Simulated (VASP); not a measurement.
# Sn in VASP: notebook, part 3 of 4

VASP 6.6.1. The steps go on from the part before.

### 4 Single point, PBE ((1 0 1) slab, atoms relaxed)

The input, INCAR:

```
SYSTEM = Sn
PREC     = Accurate       ! precision mode
ENCUT    = 520            ! plane-wave cutoff, eV
EDIFF    = 1E-6           ! SCF threshold, eV
ISMEAR   = 0              ! smearing method
SIGMA    = 0.1            ! smearing width, eV
LREAL    = .FALSE.        ! projectors in reciprocal space
LASPH    = .TRUE.         ! aspherical terms in the spheres
NELM     = 60             ! most SCF steps
ALGO     = Fast           ! electronic algorithm
ISIF     = 2              ! what is computed and relaxed
LWAVE    = .FALSE.        ! write WAVECAR
LCHARG   = .FALSE.        ! write CHGCAR
LDIPOL   = .TRUE.       
IDIPOL   = 3            
DIPOL    = 0.5 0.5 0.500
GGA      = PE             ! functional
NBANDS   = 36             ! bands
```

The input, KPOINTS:

```
regular mesh
0
G
  8 8 1
  0 0 0
```

The input, POSCAR:

```
Sn
1.0
    4.5009974396      0.0000000000      0.0000000000
    0.5736658208      4.4642900306      0.0000000000
    0.0000000000      0.0000000000     18.5340203970
Sn
4
Direct
    0.7921653115      0.7921653115      0.4215171344
    0.2302874689      0.2302874689      0.4371441181
    0.5349194121      0.5349194121      0.5628558542
    0.9730414945      0.9730414945      0.5784828933
```

Potentials or basis: VASP PAW PBE potentials, release 64 (Sn_d).

Launch:

```console
cat potpaw_PBE.64/Sn_d/POTCAR > POTCAR
mpirun -np 1 vasp_std > vasp.out
```

OUTCAR:

```text
SYSTEM = Sn
   PREC = Accurate
   ENCUT = 520
   EDIFF = 1E-6
   ISMEAR = 0
   LREAL = .FALSE.
   LASPH = .TRUE.
   NELM = 60
   ISIF = 2
   GGA = PE

 ion  position               nearest neighbor table
   1  0.792  0.792  0.422-   2 2.98   2 3.02   2 3.02   3 3.14   4 3.16
   2  0.230  0.230  0.437-   1 2.98   1 3.02   1 3.02   3 3.11   4 3.14
   3  0.535  0.535  0.563-   4 2.98   4 3.02   4 3.02   2 3.11   1 3.14
   4  0.973  0.973  0.578-   3 2.98   3 3.02   3 3.02   2 3.14   1 3.16

  LATTYP: Found a base centered orthorhombic cell.
 ALAT       =     5.9459077626
 B/A-ratio  =     1.1367234713
 C/A-ratio  =     3.1171052658

  Lattice vectors:

 A1 = (  -0.5736658208,  -4.4642900306,   0.0000000000)
 A2 = (   4.5009974396,   0.0000000000,   0.0000000000)
 A3 = (   0.0000000000,   0.0000000000,  18.5340203970)

Analysis of symmetry for initial positions (statically):
=====================================================================
 Subroutine PRICEL returns:
 Original cell was already a primitive cell.

 Routine SETGRP: Setting up the symmetry group for a
 base centered orthorhombic supercell.

 Subroutine GETGRP returns: Found  4 space group operations
 (whereof  2 operations were pure point group operations)
 out of a pool of  8 trial point group operations.

The static configuration has the point symmetry C_1h.
 The point group associated with its full space group is C_2h.

Analysis of symmetry for dynamics (positions and initial velocities):
=====================================================================
 Subroutine PRICEL returns:
 Original cell was already a primitive cell.

 Routine SETGRP: Setting up the symmetry group for a
 base centered orthorhombic supercell.

 Subroutine GETGRP returns: Found  4 space group operations
 (whereof  2 operations were pure point group operations)
 out of a pool of  8 trial point group operations.

The dynamic configuration has the point symmetry C_1h.
 The point group associated with its full space group is C_2h.

 Subroutine INISYM returns: Found  4 space group operations
 (whereof  2 operations are pure point group operations),
 and found     1 'primitive' translations

----------------------------------------------------------------------------------------

                                     Primitive cell

  volume of cell :     372.4181

  direct lattice vectors                    reciprocal lattice vectors
     4.500997440  0.000000000  0.000000000     0.222172977 -0.028549454  0.000000000
     0.573665821  4.464290031  0.000000000     0.000000000  0.223999783  0.000000000
     0.000000000  0.000000000 18.534020397     0.000000000  0.000000000  0.053954834

  length of vectors
     4.500997440  4.500997440 18.534020397     0.223999783  0.223999783  0.053954834

  position of ions in fractional coordinates (direct lattice)
     0.792165311  0.792165311  0.421517134
     0.230287469  0.230287469  0.437144118
     0.534919412  0.534919412  0.562855854
     0.973041495  0.973041495  0.578482893

  ion indices of the primitive-cell ions
   primitive index   ion index
[... 35 lines left out ...]
  0.250000  0.000000  0.000000      4.000000
  0.375000  0.000000  0.000000      4.000000
  0.500000  0.000000  0.000000      2.000000
  0.125000  0.125000  0.000000      2.000000
[... 13 lines left out ...]
 -0.375000  0.375000  0.000000      2.000000
  0.500000  0.500000  0.000000      1.000000
   k-points           NKPTS =     21   k-points in BZ     NKDIM =     21   number of bands    NBANDS=     36
   number of dos      NEDOS =    301   number of ions     NIONS =      4
   total plane-waves  NPLWV = 181440
   dimension x,y,z NGX =    36 NGY =   36 NGZ =  140
   dimension x,y,z NGXF=    72 NGYF=   72 NGZF=  280
   ions per type =               4
   NGX,Y,Z   is equivalent  to a cutoff of  13.30, 13.30, 12.56 a.u.
   NGXF,Y,Z  is equivalent  to a cutoff of  26.59, 26.59, 25.12 a.u.
 SYSTEM =  Sn
   PREC   = accura    normal or accurate (medium, high low for compatibility)
   ISTART =      0    job   : 0-new  1-cont  2-samecut
   ICHARG =      2    charge: 1-file 2-atom 10-const
   ISPIN  =      1    spin polarized calculation?
   LNONCOLLINEAR =      F non collinear calculations
   LSORBIT =      F    spin-orbit coupling
   LASPH  =      T    aspherical Exc in radial PAW
   ENCUT  =  520.0 eV  38.22 Ry    6.18 a.u.   8.37  8.37 34.46*2*pi/ulx,y,z
   NELM   =     60;   NELMIN=  2; NELMDL= -5     # of ELM steps
   EDIFF  = 0.1E-05   stopping-criterion for ELM
   LREAL  =      F    real-space projection
   EDIFFG = 0.1E-04   stopping-criterion for IOM
   NSW    =      0    number of steps for IOM
   IBRION =     -1    ionic relax: 0-MD 1-quasi-New 2-CG
   NFREE  =      0    steps in history (QN), initial steepest desc. (CG)
   ISIF   =      2    stress and relaxation
   ISYM   =      2    0-nonsym 1-usesym 2-fastsym
   POTIM  = 0.5000    time-step for ionic-motion
   TEBEG  =    0.0;   TEEND  =   0.0 temperature during run
   PSTRESS=    0.0 pullay stress
   NELECT =      56.0000    total number of electrons
   NUPDOWN=      -1.0000    fix difference up-down
   EMIN   =  10.00;   EMAX   =-10.00  energy-range for DOS
   EFERMI =   0.00;   METHOD = LEGACY
   ISMEAR =     0;   SIGMA  =   0.10  broadening in eV -4-tet -1-fermi 0-gaus
   EFERMI_NEDOS =   21; number of points for ismear=-14 and -15
   IALGO  =     68    algorithm
   IMIX   =      4    mixing-type and parameters
     AMIX     =   0.40;   BMIX     =  1.00
     AMIX_MAG =   1.60;   BMIX_MAG =  1.00
  volume/ion in A,a.u.               =      93.10       628.30
  Fermi-wavevector in a.u.,A,eV,Ry     =   0.870550  1.645102 10.311283  0.757858
  Thomas-Fermi vector in A             =   1.989532
   LORBIT       =      0    0 simple, 1 ext, 2 COOP (PROOUT), +10 PAW based schemes
   GGA     = PE    functional components
   LHFCALC =     F    Hartree Fock is set to
   AEXX    =    0.0000 exact exchange contribution
   IVDW    =     0    specifies the selected vdW correction
   LEPSILON=     F    determine dielectric tensor
   LRPA    =     F    only Hartree local field effects (RPA)
 non-spin polarized calculation
 RMM-DIIS sequential band-by-band and
 Gauss-broadening in eV      SIGMA  =   0.10
  energy-cutoff  :      520.00
  volume of cell :      372.42
 maximum number of plane-waves:     10083
 NGX is ok and might be reduce to    36
   NGX = 17   NGY = 17   NGZ = 69

 dipolmoment           0.000000      0.000000     -0.000000 electrons x Angstroem

 number of electron      56.0000011 magnetization

 dipolmoment           0.000000      0.000000      0.000007 electrons x Angstroem

 Free energy of the ion-electron system (eV)
  ---------------------------------------------------
  ext. energy  EPLUGINS =         0.00000000
  ---------------------------------------------------
  free energy    TOTEN  =       -14.46223854 eV

  energy without entropy =      -14.45157452  energy(sigma->0) =      -14.45690653

 E-fermi :  -0.3997     XC(G=0):  -3.7999

 val. band max:       -0.4994845506   @ k =   0.3750   0.2500   0.0000
 cond. band min:      -0.3745502350   @ k =   0.1250   0.0000   0.0000
 fundamental gap:      0.1249343156
 Fermi energy:        -0.3996913303

 k-point     1 :       0.0000    0.0000    0.0000
  band No.  band energies     occupation
      1     -22.1041      2.00000
      2     -22.0702      2.00000
      3     -21.9895      2.00000
      4     -21.9864      2.00000
      5     -21.9741      2.00000
      6     -21.9546      2.00000
[... 808 lines left out ...]
     35       5.5069      0.00000
     36       5.7539      0.00000

------------------------ aborting loop because EDIFF is reached ----------------------------------------

 vacuum level on the upper side and lower side of the slab       (xc-potential included)        -0.094        -0.094

  FORCE on cell =-STRESS in cart. coord.  units (eV):
  Direction    XX          YY          ZZ          XY          YZ          ZX
  --------------------------------------------------------------------------------------
  -------------------------------------------------------------------------------------
  Total        0.1501753      0.3119561      0.0168852     -0.6294922      0.0086241      0.0098025
  in kB        0.6460680      1.3420639      0.0726416     -2.7081338      0.0371016      0.0421714
  external PRESSURE =       0.6869245 kB  Pullay stress =       0.0000000 kB

 VOLUME and BASIS-vectors are now :
 -----------------------------------------------------------------------------
  energy-cutoff  :      520.00
  volume of cell :      372.42
      direct lattice vectors                 reciprocal lattice vectors
     4.500997440  0.000000000  0.000000000     0.222172977 -0.028549454  0.000000000
     0.573665821  4.464290031  0.000000000     0.000000000  0.223999783  0.000000000
     0.000000000  0.000000000 18.534020397     0.000000000  0.000000000  0.053954834

 POSITION                                       TOTAL-FORCE (eV/Angst)
 -----------------------------------------------------------------------------------
      4.01997      3.53646      7.81241        -0.001508     -0.001326     -0.008922
      1.16863      1.02807      8.10204        -0.002401     -0.002112     -0.018442
      2.71454      2.38804     10.43198         0.002401      0.002112      0.018442
      4.93786      4.34394     10.72161         0.001508      0.001326      0.008922
 -----------------------------------------------------------------------------------
    total drift:                               -0.000169     -0.000149      0.001187

  FREE ENERGIE OF THE ION-ELECTRON SYSTEM (eV)
  ---------------------------------------------------
  free  energy   TOTEN  =       -14.4622385402 eV

  energy  without entropy=      -14.4515745249  energy(sigma->0) =      -14.45690653

 vacuum level on the upper side and lower side of the slab         3.418         3.418
```

Wall time 6.3 min (1 thread of Intel Xeon Platinum 8259CL at 2.50GHz (Skylake/Cascade Lake), shared host); peak memory 0.55 GiB.

Results:

```yaml
Free_energy: -14.4622 eV
Largest_force: 0.019 eV/Å
Band_gap_on_the_k_mesh: none (metal or under the smearing width)
```

Forces on the atoms (eV/Å):
```
Sn  -0.002 -0.001 -0.009
Sn  -0.002 -0.002 -0.018
Sn   0.002  0.002  0.018
Sn   0.002  0.001  0.009
```

### 5 Single point, PBE ((1 0 1) slab cut from the bulk)

The input, INCAR:

```
SYSTEM = Sn
ALGO = Fast ; DIPOL = 0.5 0.5 0.500
EDIFF = 1E-6 ; ENCUT = 520
GGA = PE ; IDIPOL = 3
ISIF = 2 ; ISMEAR = 0
LASPH = .True. ; LCHARG = .True.
LDIPOL = .True. ; LELF = .True.
LREAL = .False. ; LVACPOTAV = .True.
LVHAR = .True. ; LWAVE = .False.
NBANDS = 36 ; NELM = 60
PREC = Accurate ; SIGMA = 0.1
```

The input, KPOINTS:

```
k-points
0
Gamma
  8 8 1
  0 0 0
```

The input, POSCAR:

```
Sn
1.0
    4.5009974396      0.0000000000      0.0000000000
    0.5736658208      4.4642900306      0.0000000000
    0.0000000000      0.0000000000     18.5340203970
Sn
4
Direct
    0.7739097980      0.7739097980      0.4046612575
    0.2173872475      0.2173872475      0.4427967545
    0.5478195960      0.5478195960      0.5572032455
    0.9912970455      0.9912970455      0.5953387425
```

Launch:

```console
cat potpaw_PBE.64/Sn_d/POTCAR > POTCAR
mpirun -np 1 vasp_std > vasp.out
```

Wall time 6.3 min (1 thread of Intel Xeon Platinum 8259CL at 2.50GHz (Skylake/Cascade Lake), shared host); peak memory 0.55 GiB.

The run converged. Its results:

| Quantity | Value |
| --- | --- |
| Free energy | -14.1910 eV |
| Largest force | 0.569 eV/Å |
| Band gap on the k mesh | none (metal or under the smearing width) |
| Work function of the upper face | 3.86 eV |
| Work function of the lower face | 3.86 eV |

Forces on the atoms (eV/Å):
```
Sn   0.090  0.079  0.556
Sn  -0.058 -0.051  0.195
Sn   0.058  0.051 -0.195
Sn  -0.090 -0.079 -0.556
```

Levels at points of the mesh, in eV from the Fermi level:
| k point | band 26 | band 27 | band 28 | band 29 | band 30 | band 31 |
| --- | --- | --- | --- | --- | --- | --- |
| (0.00, 0.00, 0.00) | -1.61 | -1.16 | -0.57 | -0.25 | 0.79 | 2.93 |
| (0.50, 0.00, 0.00) | -1.08 | -0.61 | -0.06 | 1.07 | 1.16 | 2.00 |
| (0.50, 0.50, 0.00) | -3.39 | -2.21 | -2.11 | -0.29 | 0.18 | 1.64 |

(Continued in part 4 of 4.)
